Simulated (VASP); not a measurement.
# TlCl (Pm-3m) in VASP: phonons with PBEsol

Aim: the phonons of TlCl with PBEsol.

Everything below comes from runs of VASP 6.6.1. Logs are shortened: lines on timing, memory, paths and dates and some standing lists are left out, and cuts for length are marked.

## 1. The crystal as given

Symmetry: Pm-3m, No. 221, cubic system. Conventional cell: a = 3.769 Å, b = 3.769 Å, c = 3.769 Å, α = 90.00°, β = 90.00°, γ = 90.00°. Tl (site symmetry m-3m) has 8 Cl at 3.26 Å as nearest neighbours. Around Cl (site symmetry m-3m) lie 8 Tl at 3.26 Å.

## 2. Phonons, PBEsol

INCAR

```
SYSTEM = TlCl
PREC = Accurate
ENCUT = 520
EDIFF = 1E-8
ISMEAR = 0
SIGMA = 0.01
LREAL = .False.
LASPH = .True.
NELM = 100
ALGO = Normal
ISIF = 2
LWAVE = .False.
LCHARG = .False.
GGA = PS
NBANDS = 17
IBRION = 8
NSW = 1
LEPSILON = .True.
```

KPOINTS

```
regular mesh
0
Gamma
  6 6 6
  0 0 0
```

POSCAR

```
TlCl
1.0
    3.7692380597      0.0000000000      0.0000000000
    0.0000000000      3.7692380597      0.0000000000
    0.0000000000      0.0000000000      3.7692380597
Tl Cl
1 1
Direct
    0.0000000000      0.0000000000      0.0000000000
    0.5000000000      0.5000000000      0.5000000000
```

Potentials or basis: VASP PAW PBE potentials, release 64 (Tl_d, Cl).

The run is started by

```
$ cat potpaw_PBE.64/Tl_d/POTCAR potpaw_PBE.64/Cl/POTCAR > POTCAR
$ mpirun -np 1 vasp_std > vasp.out
```

OUTCAR:

```text
SYSTEM = TlCl
   PREC = Accurate
   ENCUT = 520
   EDIFF = 1E-8
   ISMEAR = 0
   LREAL = .False.
   LASPH = .True.
   NELM = 100
   ISIF = 2
   GGA = PS
   IBRION = 8
   NSW = 1
   LEPSILON = .True.

 ion  position               nearest neighbor table
   1  0.000  0.000  0.000-   2 3.26   2 3.26   2 3.26   2 3.26   2 3.26   2 3.26   2 3.26   2 3.26

   2  0.500  0.500  0.500-   1 3.26   1 3.26   1 3.26   1 3.26   1 3.26   1 3.26   1 3.26   1 3.26

  LATTYP: Found a simple cubic cell.
 ALAT       =     3.7692380597

  Lattice vectors:

 A1 = (   3.7692380597,   0.0000000000,   0.0000000000)
 A2 = (   0.0000000000,   3.7692380597,   0.0000000000)
 A3 = (   0.0000000000,   0.0000000000,   3.7692380597)

Analysis of symmetry for initial positions (statically):
=====================================================================
 Subroutine PRICEL returns:
 Original cell was already a primitive cell.

 Routine SETGRP: Setting up the symmetry group for a
 simple cubic supercell.

 Subroutine GETGRP returns: Found 48 space group operations
 (whereof 48 operations were pure point group operations)
 out of a pool of 48 trial point group operations.

The static configuration has the point symmetry O_h .

Analysis of symmetry for dynamics (positions and initial velocities):
=====================================================================
 Subroutine PRICEL returns:
 Original cell was already a primitive cell.

 Routine SETGRP: Setting up the symmetry group for a
 simple cubic supercell.

 Subroutine GETGRP returns: Found 48 space group operations
 (whereof 48 operations were pure point group operations)
 out of a pool of 48 trial point group operations.

The dynamic configuration has the point symmetry O_h .

 Subroutine INISYM returns: Found 48 space group operations
 (whereof 48 operations are pure point group operations),
 and found     1 'primitive' translations

----------------------------------------------------------------------------------------

                                     Primitive cell

  volume of cell :      53.5502

  direct lattice vectors                    reciprocal lattice vectors
     3.769238060  0.000000000  0.000000000     0.265305609  0.000000000  0.000000000
     0.000000000  3.769238060  0.000000000     0.000000000  0.265305609  0.000000000
     0.000000000  0.000000000  3.769238060     0.000000000  0.000000000  0.265305609

  length of vectors
     3.769238060  3.769238060  3.769238060     0.265305609  0.265305609  0.265305609

  position of ions in fractional coordinates (direct lattice)
     0.000000000  0.000000000  0.000000000
     0.500000000  0.500000000  0.500000000

  ion indices of the primitive-cell ions
   primitive index   ion index
                 1           1
                 2           2

----------------------------------------------------------------------------------------

 KPOINTS: regular mesh

Automatic generation of k-mesh.
 Grid dimensions read from file:
 generate k-points for:    6    6    6

 Generating k-lattice:

  Cartesian coordinates                     Fractional coordinates (reciprocal lattice)
     0.044217602  0.000000000  0.000000000     0.166666667  0.000000000  0.000000000
     0.000000000  0.044217602  0.000000000     0.000000000  0.166666667  0.000000000
     0.000000000  0.000000000  0.044217602     0.000000000  0.000000000  0.166666667

  Length of vectors
     0.044217602  0.044217602  0.044217602

  Shift w.r.t. Gamma in fractional coordinates (k-lattice)
     0.000000000  0.000000000  0.000000000

 Subroutine IBZKPT returns following result:
 ===========================================

 Found     20 irreducible k-points:

 Following reciprocal coordinates:
[... 500 lines left out ...]
      direct lattice vectors                 reciprocal lattice vectors
     3.769238060  0.000000000  0.000000000     0.265305609  0.000000000  0.000000000
     0.000000000  3.769238060  0.000000000     0.000000000  0.265305609  0.000000000
     0.000000000  0.000000000  3.769238060     0.000000000  0.000000000  0.265305609

 POSITION                                       TOTAL-FORCE (eV/Angst)
 -----------------------------------------------------------------------------------
      0.00000      0.00000      0.00000         0.000000      0.000000      0.000000
      1.88462      1.88462      1.88462         0.000000      0.000000      0.000000
 -----------------------------------------------------------------------------------
    total drift:                               -0.000000      0.000000      0.000000

  FREE ENERGIE OF THE ION-ELECTRON SYSTEM (eV)
  ---------------------------------------------------
  free  energy   TOTEN  =        -6.4687294406 eV

  energy  without entropy=       -6.4687294406  energy(sigma->0) =       -6.46872944

 HEAD OF MICROSCOPIC STATIC DIELECTRIC TENSOR (INDEPENDENT PARTICLE, excluding Hartree and local field effects)
 ------------------------------------------------------
           6.589248     0.000000    -0.000000
          -0.000000     6.589248    -0.000000
          -0.000000    -0.000000     6.589248
 ------------------------------------------------------

 Free energy of the ion-electron system (eV)
  ---------------------------------------------------
  ---------------------------------------------------
  free energy    TOTEN  =        -0.80747875 eV

  energy without entropy =       -0.80747875

------------------------ aborting loop because EDIFF is reached ----------------------------------------

--------------------------------------- Ionic step        2  -------------------------------------------

------------------------ aborting loop because EDIFF is reached ----------------------------------------

--------------------------------------- Ionic step        3  -------------------------------------------

------------------------ aborting loop because EDIFF is reached ----------------------------------------

 PIEZOELECTRIC TENSOR FIELD DIRECTION 3  (e Angst)
 -----------------------------------------------------------------------------
    -0.00307  0.00000  0.00000           ( -0.00001  0.00000  0.00000)
     0.00000 -0.00307  0.00000           (  0.00000 -0.00001 -0.00000)
     0.00000  0.00000  0.00642           (  0.00000 -0.00000 -0.00003)

 PIEZOELECTRIC TENSOR FIELD DIRECTION 3  (C/m^2)
 -----------------------------------------------------------------------------
    -0.00092  0.00000  0.00000
     0.00000 -0.00092  0.00000
     0.00000  0.00000  0.00192

--------------------------------------- Ionic step        4  -------------------------------------------

------------------------ aborting loop because EDIFF is reached ----------------------------------------

[... ionic steps 5 to 6 ...]

--------------------------------------- Ionic step        7  -------------------------------------------

 Free energy of the ion-electron system (eV)
  ---------------------------------------------------
  ---------------------------------------------------
  free energy    TOTEN  =        -0.19417724 eV

  energy without entropy =       -0.19417724

------------------------ aborting loop because EDIFF is reached ----------------------------------------

 INTERNAL STRAIN TENSOR  FOR ION    2  DIRECTION 1   (eV/Angst):
 -----------------------------------------------------------------------------
    -0.00968 -0.00000  0.00000
    -0.00000  0.01075 -0.00000
     0.00000 -0.00000  0.01075

 MACROSCOPIC STATIC DIELECTRIC TENSOR (including local field effects in DFT)
 ------------------------------------------------------
           6.021532     0.000000     0.000000
          -0.000000     6.021532    -0.000000
          -0.000000    -0.000000     6.021532
 ------------------------------------------------------

 PIEZOELECTRIC TENSOR (including local field effects)  for field in x, y, z        (e  Angst)
          XX          YY          ZZ          XY          YZ          ZX
  --------------------------------------------------------------------------------
  x     0.00000     0.00000     0.00000     0.00000     0.00000     0.00000
  y     0.00000     0.00000     0.00000     0.00000     0.00000     0.00000
  z     0.00000     0.00000     0.00000     0.00000     0.00000     0.00000

 PIEZOELECTRIC TENSOR (including local field effects)  for field in x, y, z        (C/m^2)
          XX          YY          ZZ          XY          YZ          ZX
  --------------------------------------------------------------------------------
  x     0.00000     0.00000     0.00000     0.00000     0.00000     0.00000
  y     0.00000     0.00000     0.00000     0.00000     0.00000     0.00000
  z     0.00000     0.00000     0.00000     0.00000     0.00000     0.00000

 BORN EFFECTIVE CHARGES (including local field effects) (in |e|, cummulative output)
 ---------------------------------------------------------------------------------
 ion    1
    1     2.09603     0.00000     0.00000
    2     0.00000     2.09603    -0.00000
    3    -0.00000    -0.00000     2.09603
 ion    2
    1    -2.09603     0.00000     0.00000
    2    -0.00000    -2.09603     0.00000
    3     0.00000     0.00000    -2.09603

 INTERNAL STRAIN TENSOR FOR ION    2 for displacements in x,y,z  (eV/Angst):
          X           Y           Z          XY          YZ          ZX
  --------------------------------------------------------------------------------
  x     0.00000     0.00000     0.00000     0.00000     0.00000     0.00000
  y     0.00000     0.00000     0.00000     0.00000     0.00000     0.00000
  z     0.00000     0.00000     0.00000     0.00000     0.00000     0.00000

 SECOND DERIVATIVES (NOT SYMMETRIZED)
 ------------------------------------
               1X          1Y          1Z          2X          2Y          2Z
  1X    -0.300819    0.000000   -0.000000    0.300819   -0.000000    0.000000
  1Y     0.000000   -0.300819   -0.000000   -0.000000    0.300819    0.000000
  1Z     0.000000    0.000000   -0.300819   -0.000000   -0.000000    0.300819
  2X     0.290821    0.000000   -0.000000   -0.290821   -0.000000    0.000000
  2Y     0.000000    0.290821   -0.000000   -0.000000   -0.290821    0.000000
  2Z     0.000000    0.000000    0.290821   -0.000000   -0.000000   -0.290821

 Eigenvectors and eigenvalues of the dynamical matrix
 ----------------------------------------------------

   1 f  =    1.537735 THz     9.661871 2PiTHz   51.293303 cm-1     6.359556 meV
             X         Y         Z           dx          dy          dz
      0.000000  0.000000  0.000000     0.000000    0.390074   -0.000000
      1.884619  1.884619  1.884619     0.000000   -0.920783   -0.000000
[... 21 lines left out ...]
   6 f/i=    0.009333 THz     0.058643 2PiTHz    0.311326 cm-1     0.038599 meV
             X         Y         Z           dx          dy          dz
      0.000000  0.000000  0.000000     0.600540   -0.355733    0.600540
      1.884619  1.884619  1.884619     0.254408   -0.150700    0.254408

--------------------------------------------------------------------------------------------------------

 MACROSCOPIC STATIC DIELECTRIC TENSOR IONIC CONTRIBUTION
 ------------------------------------------------------
          50.177518     0.000000    -0.000000
           0.000000    50.177518    -0.000000
          -0.000000    -0.000000    50.177518
 ------------------------------------------------------

 ELASTIC MODULI CONTR FROM IONIC RELAXATION (kBar)
 Direction    XX          YY          ZZ          XY          YZ          ZX
 --------------------------------------------------------------------------------
 XX           0.0000      0.0000      0.0000      0.0000      0.0000      0.0000
 YY           0.0000      0.0000      0.0000      0.0000      0.0000      0.0000
 ZZ           0.0000      0.0000      0.0000      0.0000      0.0000      0.0000
 XY           0.0000      0.0000      0.0000      0.0000      0.0000      0.0000
 YZ           0.0000      0.0000      0.0000      0.0000      0.0000      0.0000
 ZX           0.0000      0.0000      0.0000      0.0000      0.0000      0.0000
 --------------------------------------------------------------------------------

 PIEZOELECTRIC TENSOR IONIC CONTR  for field in x, y, z        (C/m^2)
          XX          YY          ZZ          XY          YZ          ZX
  --------------------------------------------------------------------------------
  x     0.00000     0.00000     0.00000     0.00000     0.00000     0.00000
  y     0.00000     0.00000     0.00000     0.00000     0.00000     0.00000
  z     0.00000     0.00000     0.00000     0.00000     0.00000     0.00000
```

Wall time 3.1 min (1 thread of Intel Xeon Platinum 8375C at 2.90GHz (Ice Lake), shared host); peak memory 0.25 GiB.

Results:

- Electronic dielectric tensor (diagonal): 6.02
- Born charges (mean of the diagonal): Tl +2.10; Cl -2.10 e
- Highest phonon frequency at Γ, LO-TO splitting left out: 51 cm⁻¹

Phonon frequencies in cm⁻¹ (negative: imaginary):
```
              q point     frequencies
(0.000, 0.000, 0.000)  0 0 0 51 51 51
```

Electronic dielectric tensor:
```
6.02 0.00 0.00
0.00 6.02 0.00
0.00 0.00 6.02
```

Born effective charge tensors (e):
atom 1, Tl
```
2.10 0.00 0.00
0.00 2.10 0.00
0.00 0.00 2.10
```
atom 2, Cl
```
-2.10  0.00  0.00
 0.00 -2.10  0.00
 0.00  0.00 -2.10
```
